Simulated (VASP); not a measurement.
# GaP (F-43m) in VASP: notebook

Runs on GaP. Level: r2SCAN. Tasks: relaxation of cell and atoms, relaxation of the atoms.

Everything below comes from runs of VASP 6.6.1. Logs are shortened: lines on timing, memory, paths and dates and some standing lists are left out, and cuts for length are marked.

**Experimental background.**

From “Stacking defects in GaP nanowires: Electronic structure and optical properties”, 2018, arxiv:1810.01194, for a bulk crystal of GaP at 10 K: band gap 2.34 eV (indirect).

The runs below are set against these values where they give the same quantity.

## (1) Starting point

The structure is cubic, space group F-43m (No. 216). The conventional cell has a = 5.451 Å, b = 5.451 Å, c = 5.451 Å, α = 90.00°, β = 90.00°, γ = 90.00°. Ga (site symmetry -43m) has 4 P at 2.36 Å as nearest neighbours. P (site symmetry -43m) is surrounded by 4 Ga at 2.36 Å.

## (2) Relaxation of cell and atoms, r2SCAN

Contents of INCAR:

```
PREC     = Accurate       # precision mode
ENCUT    = 600            # plane-wave cutoff, eV
EDIFF    = 1E-7           # SCF threshold, eV
ISMEAR   = 0              # smearing method
SIGMA    = 0.03           # smearing width, eV
LREAL    = F              # projectors in reciprocal space
LASPH    = T              # aspherical terms in the spheres
NELM     = 80             # most SCF steps
ALGO     = Normal         # electronic algorithm
ISIF     = 3              # what is computed and relaxed
LWAVE    = F              # write WAVECAR
LCHARG   = F              # write CHGCAR
METAGGA  = R2SCAN         # meta-GGA
LMIXTAU  = T            
IBRION   = 2              # ionic algorithm
NSW      = 90             # ionic steps
EDIFFG   = -0.005         # ionic threshold
```

Contents of KPOINTS:

```
regular mesh
0
Gamma
  8 8 8
```

Contents of POSCAR:

```
GaP                                     
1.0
    0.0000000000      2.7252500000      2.7252500000
    2.7252500000      0.0000000000      2.7252500000
    2.7252500000      2.7252500000      0.0000000000
  Ga              P             
     1     1
Direct
     0.0000000000000000    0.0000000000000000    0.0000000000000000
     0.2500000000000000    0.2500000000000000    0.2500000000000000
```

Potentials or basis: VASP PAW PBE potentials, release 64 (Ga_d, P).

Started as:

```sh
$ cat potpaw_PBE.64/Ga_d/POTCAR potpaw_PBE.64/P/POTCAR > POTCAR
$ mpirun -np 1 vasp_std > vasp.out
```

OUTCAR:

```text
PREC = Accurate
   ENCUT = 600
   EDIFF = 1E-7
   ISMEAR = 0
   LREAL = F
   LASPH = T
   NELM = 80
   ISIF = 3
   METAGGA = R2SCAN
   IBRION = 2
   NSW = 90
   EDIFFG = -0.005

 ion  position               nearest neighbor table
   1  0.000  0.000  0.000-   2 2.36   2 2.36   2 2.36   2 2.36
   2  0.250  0.250  0.250-   1 2.36   1 2.36   1 2.36   1 2.36

  LATTYP: Found a face centered cubic cell.
 ALAT       =     5.4505000000

  Lattice vectors:

 A1 = (   0.0000000000,   2.7252500000,   2.7252500000)
 A2 = (   2.7252500000,   0.0000000000,   2.7252500000)
 A3 = (   2.7252500000,   2.7252500000,   0.0000000000)

Analysis of symmetry for initial positions (statically):
=====================================================================
 Subroutine PRICEL returns:
 Original cell was already a primitive cell.

 Routine SETGRP: Setting up the symmetry group for a
 face centered cubic supercell.

 Subroutine GETGRP returns: Found 24 space group operations
 (whereof 24 operations were pure point group operations)
 out of a pool of 48 trial point group operations.

The static configuration has the point symmetry T_d .

Analysis of symmetry for dynamics (positions and initial velocities):
=====================================================================
 Subroutine PRICEL returns:
 Original cell was already a primitive cell.

 Routine SETGRP: Setting up the symmetry group for a
 face centered cubic supercell.

 Subroutine GETGRP returns: Found 24 space group operations
 (whereof 24 operations were pure point group operations)
 out of a pool of 48 trial point group operations.

The dynamic configuration has the point symmetry T_d .

 Subroutine INISYM returns: Found 24 space group operations
 (whereof 24 operations are pure point group operations),
 and found     1 'primitive' translations

----------------------------------------------------------------------------------------

                                     Primitive cell

  volume of cell :      40.4808

  direct lattice vectors                    reciprocal lattice vectors
     0.000000000  2.725250000  2.725250000    -0.183469406  0.183469406  0.183469406
     2.725250000  0.000000000  2.725250000     0.183469406 -0.183469406  0.183469406
     2.725250000  2.725250000  0.000000000     0.183469406  0.183469406 -0.183469406

  length of vectors
     3.854085511  3.854085511  3.854085511     0.317778334  0.317778334  0.317778334

  position of ions in fractional coordinates (direct lattice)
     0.000000000  0.000000000  0.000000000
     0.250000000  0.250000000  0.250000000

  ion indices of the primitive-cell ions
   primitive index   ion index
                 1           1
                 2           2

----------------------------------------------------------------------------------------

 KPOINTS: regular mesh

Automatic generation of k-mesh.
 Grid dimensions read from file:
 generate k-points for:    8    8    8

 Generating k-lattice:

  Cartesian coordinates                     Fractional coordinates (reciprocal lattice)
    -0.022933676  0.022933676  0.022933676     0.125000000  0.000000000  0.000000000
     0.022933676 -0.022933676  0.022933676     0.000000000  0.125000000  0.000000000
     0.022933676  0.022933676 -0.022933676     0.000000000  0.000000000  0.125000000

  Length of vectors
     0.039722292  0.039722292  0.039722292

  Shift w.r.t. Gamma in fractional coordinates (k-lattice)
     0.000000000  0.000000000  0.000000000

 Subroutine IBZKPT returns following result:
 ===========================================

 Found     29 irreducible k-points:

 Following reciprocal coordinates:
            Coordinates               Weight
  0.000000  0.000000  0.000000      1.000000
  0.125000  0.000000  0.000000      8.000000
  0.250000  0.000000  0.000000      8.000000
  0.375000  0.000000  0.000000      8.000000
  0.500000  0.000000  0.000000      4.000000
  0.125000  0.125000  0.000000      6.000000
[... 16 lines left out ...]
  0.500000  0.250000  0.125000     48.000000
 -0.375000  0.250000  0.125000     24.000000
 [... further k-points ...]
   k-points           NKPTS =     29   k-points in BZ     NKDIM =     29   number of bands    NBANDS=     13
   number of dos      NEDOS =    301   number of ions     NIONS =      2
   total plane-waves  NPLWV =  32768
   dimension x,y,z NGX =    32 NGY =   32 NGZ =   32
   dimension x,y,z NGXF=    64 NGYF=   64 NGZF=   64
   ions per type =               1   1
   NGX,Y,Z   is equivalent  to a cutoff of  13.80, 13.80, 13.80 a.u.
   NGXF,Y,Z  is equivalent  to a cutoff of  27.61, 27.61, 27.61 a.u.
 SYSTEM =  unknown system
   PREC   = accura    normal or accurate (medium, high low for compatibility)
   ISTART =      0    job   : 0-new  1-cont  2-samecut
   ICHARG =      2    charge: 1-file 2-atom 10-const
   ISPIN  =      1    spin polarized calculation?
   LNONCOLLINEAR =      F non collinear calculations
   LSORBIT =      F    spin-orbit coupling
   LASPH  =      T    aspherical Exc in radial PAW
   ENCUT  =  600.0 eV  44.10 Ry    6.64 a.u.   7.70  7.70  7.70*2*pi/ulx,y,z
   NELM   =     80;   NELMIN=  2; NELMDL= -5     # of ELM steps
   EDIFF  = 0.1E-06   stopping-criterion for ELM
   LREAL  =      F    real-space projection
   EDIFFG = -.5E-02   stopping-criterion for IOM
   NSW    =     90    number of steps for IOM
   IBRION =      2    ionic relax: 0-MD 1-quasi-New 2-CG
   NFREE  =      1    steps in history (QN), initial steepest desc. (CG)
   ISIF   =      3    stress and relaxation
   ISYM   =      2    0-nonsym 1-usesym 2-fastsym
   POTIM  = 0.5000    time-step for ionic-motion
   TEBEG  =    0.0;   TEEND  =   0.0 temperature during run
   PSTRESS=    0.0 pullay stress
   NELECT =      18.0000    total number of electrons
   NUPDOWN=      -1.0000    fix difference up-down
   EMIN   =  10.00;   EMAX   =-10.00  energy-range for DOS
   EFERMI =   0.00;   METHOD = LEGACY
   ISMEAR =     0;   SIGMA  =   0.03  broadening in eV -4-tet -1-fermi 0-gaus
   EFERMI_NEDOS =   21; number of points for ismear=-14 and -15
   IALGO  =     38    algorithm
   IMIX   =      4    mixing-type and parameters
     AMIX     =   0.40;   BMIX     =  1.00
     AMIX_MAG =   1.60;   BMIX_MAG =  1.00
  volume/ion in A,a.u.               =      20.24       136.59
  Fermi-wavevector in a.u.,A,eV,Ry     =   1.249538  2.361284 21.243377  1.561344
  Thomas-Fermi vector in A             =   2.383574
   LORBIT       =      0    0 simple, 1 ext, 2 COOP (PROOUT), +10 PAW based schemes
   METAGGA = R2SCAN    functional components
   LHFCALC =     F    Hartree Fock is set to
   AEXX    =    0.0000 exact exchange contribution
   IVDW    =     0    specifies the selected vdW correction
   LEPSILON=     F    determine dielectric tensor
   LRPA    =     F    only Hartree local field effects (RPA)
 conjugate gradient relaxation of ions
 non-spin polarized calculation
 Gauss-broadening in eV      SIGMA  =   0.03
  energy-cutoff  :      600.00
  volume of cell :       40.48
 maximum number of plane-waves:      1365
   NGX = 15   NGY = 15   NGZ = 15

 number of electron      18.0000003 magnetization

 Free energy of the ion-electron system (eV)
  ---------------------------------------------------
  ext. energy  EPLUGINS =         0.00000000
  ---------------------------------------------------
  free energy    TOTEN  =       -21.46423251 eV

  energy without entropy =      -21.46423251  energy(sigma->0) =      -21.46423251

 E-fermi :   4.6288     XC(G=0): -10.5487

 val. band max:        4.4619883369   @ k =   0.0000   0.0000   0.0000
 cond. band min:       6.3643337921   @ k =   0.3750   0.3750   0.0000
 fundamental gap:      1.9023454552
 Fermi energy:         4.6288457618

 k-point     1 :       0.0000    0.0000    0.0000
  band No.  band energies     occupation
      1     -10.5282      2.00000
      2     -10.5282      2.00000
      3     -10.5282      2.00000
      4     -10.4150      2.00000
      5     -10.4150      2.00000
      6      -8.5592      2.00000
      7       4.4620      2.00000
      8       4.4620      2.00000
      9       4.4620      2.00000
     10       6.8063      0.00000
     11       8.6531      0.00000
     12       8.6532      0.00000
     13       8.6532      0.00000

 k-point     2 :       0.1250    0.0000    0.0000
  band No.  band energies     occupation
      1     -10.5444      2.00000
      2     -10.5231      2.00000
      3     -10.5231      2.00000
      4     -10.4150      2.00000
      5     -10.4150      2.00000
      6      -8.3457      2.00000
      7       2.8370      2.00000
      8       4.2237      2.00000
      9       4.2237      2.00000
     10       7.3466      0.00000
     11       9.0196      0.00000
     12       9.0196      0.00000
     13       9.3256      0.00000

 k-point     3 :       0.2500    0.0000    0.0000
  band No.  band energies     occupation
      1     -10.5790      2.00000
      2     -10.5122      2.00000
      3     -10.5122      2.00000
      4     -10.4137      2.00000
      5     -10.4136      2.00000
      6      -7.7433      2.00000
      7       0.4963      2.00000
      8       3.7718      2.00000
      9       3.7718      2.00000
     10       7.0044      0.00000
     11       9.5507      0.00000
     12       9.5507      0.00000
     13      11.3467      0.00000

 k-point     4 :       0.3750    0.0000    0.0000
  band No.  band energies     occupation
      1     -10.6093      2.00000
      2     -10.5036      2.00000
      3     -10.5036      2.00000
      4     -10.4099      2.00000
      5     -10.4099      2.00000
      6      -6.9074      2.00000
      7      -1.4810      2.00000
      8       3.4201      2.00000
      9       3.4202      2.00000
     10       6.6352      0.00000
     11       9.5952      0.00000
     12       9.5952      0.00000
     13      13.0534      0.00000

 k-point     5 :       0.5000    0.0000    0.0000
  band No.  band energies     occupation
      1     -10.6209      2.00000
      2     -10.5008      2.00000
      3     -10.5008      2.00000
      4     -10.4075      2.00000
      5     -10.4075      2.00000
      6      -6.3979      2.00000
      7      -2.3827      2.00000
      8       3.2933      2.00000
      9       3.2933      2.00000
     10       6.5021      0.00000
     11       9.5193      0.00000
     12       9.5193      0.00000
     13      13.2950      0.00000
[... 257 lines left out ...]
 k-point    22 :       0.3750    0.2500    0.1250
  band No.  band energies     occupation
      1     -10.6048      2.00000
      2     -10.4992      2.00000
      3     -10.4950      2.00000
      4     -10.4263      2.00000
      5     -10.4053      2.00000
      6      -7.2327      2.00000
      7       0.0131      2.00000
      8       1.9875      2.00000
      9       3.1477      2.00000
     10       8.0679      0.00000
     11       8.9854      0.00000
     12      10.2735      0.00000
     13      11.4496      0.00000

 k-point    23 :       0.5000    0.2500    0.1250
  band No.  band energies     occupation
      1     -10.6222      2.00000
      2     -10.4944      2.00000
      3     -10.4852      2.00000
      4     -10.4242      2.00000
      5     -10.4055      2.00000
      6      -6.4468      2.00000
      7      -1.4049      2.00000
      8       1.3317      2.00000
      9       2.6753      2.00000
     10       8.2919      0.00000
     11       9.2840      0.00000
     12      10.5824      0.00000
     13      12.0661      0.00000

 k-point    24 :      -0.3750    0.2500    0.1250
  band No.  band energies     occupation
      1     -10.6286      2.00000
      2     -10.4935      2.00000
      3     -10.4816      2.00000
      4     -10.4205      2.00000
      5     -10.4073      2.00000
      6      -5.9749      2.00000
      7      -2.1523      2.00000
      8       1.1737      2.00000
      9       2.4522      2.00000
     10       8.2867      0.00000
     11       9.1098      0.00000
     12      11.3843      0.00000
     13      12.8990      0.00000

 [... further k-points ...]
[... 5 lines left out ...]
  --------------------------------------------------------------------------------------
  -------------------------------------------------------------------------------------
  Total       -0.0076308     -0.0076308     -0.0076308     -0.0000000      0.0000000      0.0000000
  in kB       -0.3020161     -0.3020161     -0.3020161     -0.0000000      0.0000000      0.0000000
  external PRESSURE =      -0.3020161 kB  Pullay stress =       0.0000000 kB

 VOLUME and BASIS-vectors are now :
 -----------------------------------------------------------------------------
  energy-cutoff  :      600.00
  volume of cell :       40.48
      direct lattice vectors                 reciprocal lattice vectors
     0.000000000  2.725250000  2.725250000    -0.183469406  0.183469406  0.183469406
     2.725250000  0.000000000  2.725250000     0.183469406 -0.183469406  0.183469406
     2.725250000  2.725250000  0.000000000     0.183469406  0.183469406 -0.183469406

 POSITION                                       TOTAL-FORCE (eV/Angst)
 -----------------------------------------------------------------------------------
      0.00000      0.00000      0.00000        -0.000000     -0.000000      0.000000
      1.36262      1.36262      1.36262         0.000000      0.000000     -0.000000
 -----------------------------------------------------------------------------------
    total drift:                                0.000017      0.000017      0.000017

  FREE ENERGIE OF THE ION-ELECTRON SYSTEM (eV)
  ---------------------------------------------------
  free  energy   TOTEN  =       -21.4642325137 eV

  energy  without entropy=      -21.4642325137  energy(sigma->0) =      -21.46423251

 reached required accuracy - stopping structural energy minimisation
```

Run time: 41 s. Hardware: 1 thread of Intel Xeon 6975P-C (Granite Rapids), shared host; peak memory 0.19 GiB.

What came out:

```
Free energy             : -21.4642 eV
Pressure after relaxing : 0.0 GPa
Band gap on the k mesh  : 1.90 eV, indirect (least direct gap 2.34 eV)
```

Final structure:
```yaml
crystal:
  lattice:
    - [0.00000, 2.72525, 2.72525]
    - [2.72525, 0.00000, 2.72525]
    - [2.72525, 2.72525, 0.00000]
  atoms:
    - { symbol: Ga, position: [0.00000, 0.00000, 0.00000] }
    - { symbol: P, position: [0.25000, 0.25000, 0.25000] }
```

Caveat: the relaxation stopped at its first step, so nothing moved; the PAW data sets were made with another functional, which shifts forces and pressure a little. r2SCAN opens gaps a little over a GGA but as a rule still falls short of measured ones.

## (3) Relaxation of the atoms, r2SCAN (a relaxed cell with its volume scaled by 0.94)

INCAR: that of step 2 with these lines changed.

```diff
@@ -9,3 +9,3 @@
 ALGO     = Normal         # electronic algorithm
-ISIF     = 3              # what is computed and relaxed
+ISIF     = 2              # what is computed and relaxed
 LWAVE    = F              # write WAVECAR
@@ -15,3 +15,3 @@
 IBRION   = 2              # ionic algorithm
-NSW      = 90             # ionic steps
-EDIFFG   = -0.005         # ionic threshold
+NSW      = 40             # ionic steps
+EDIFFG   = -0.01          # ionic threshold
```

KPOINTS is that of step 2.

Contents of POSCAR:

```
GaP                                     
1.0
    0.0000000000      2.6696170428      2.6696170428
    2.6696170428      0.0000000000      2.6696170428
    2.6696170428      2.6696170428      0.0000000000
  Ga              P             
     1     1
Direct
     0.0000000000000000    0.0000000000000000    0.0000000000000000
     0.2500000000000000    0.2500000000000000    0.2500000000000000
```

Potentials or basis: VASP PAW PBE potentials, release 64 (Ga_d, P).

Started as:

```sh
$ cat potpaw_PBE.64/Ga_d/POTCAR potpaw_PBE.64/P/POTCAR > POTCAR
$ mpirun -np 1 vasp_std > vasp.out
```

Wall time 53 s (1 thread of Intel Xeon 6975P-C (Granite Rapids), shared host); peak memory 0.17 GiB.

Results (log left out):

| Item | Value |
| --- | --- |
| Free energy | -21.4193 eV |
| Pressure after relaxing | 6.2 GPa |
| Band gap on the k mesh | 1.78 eV, indirect (least direct gap 2.90 eV) |

Final structure:
```xyz
2
Lattice="0.0000 2.6696 2.6696 2.6696 0.0000 2.6696 2.6696 2.6696 0.0000" Properties=species:S:1:pos:R:3 pbc="T T T"
Ga    0.0000    0.0000    0.0000
P     1.3348    1.3348    1.3348
```

Levels at points of the mesh, in eV from the valence-band top:
| k point | band 6 | band 7 | band 8 | band 9 | band 10 | band 11 | band 12 | band 13 |
| --- | --- | --- | --- | --- | --- | --- | --- | --- |
| (0.00, 0.00, 0.00) | -13.52 | 0.00 | 0.00 | 0.00 | 2.90 | 4.16 | 4.16 | 4.16 |
| (0.50, 0.00, 0.00) | -11.14 | -7.23 | -1.27 | -1.27 | 2.24 | 5.03 | 5.03 | 8.96 |
| (0.50, 0.50, 0.00) | -10.12 | -7.27 | -3.03 | -3.03 | 1.78 | 2.04 | 11.83 | 11.83 |

Caveat: the relaxation stopped at its first step, so nothing moved; the PAW data sets were made with another functional, which shifts forces and pressure a little. A k mesh can miss the band edges.

[end of part 1 of 3]
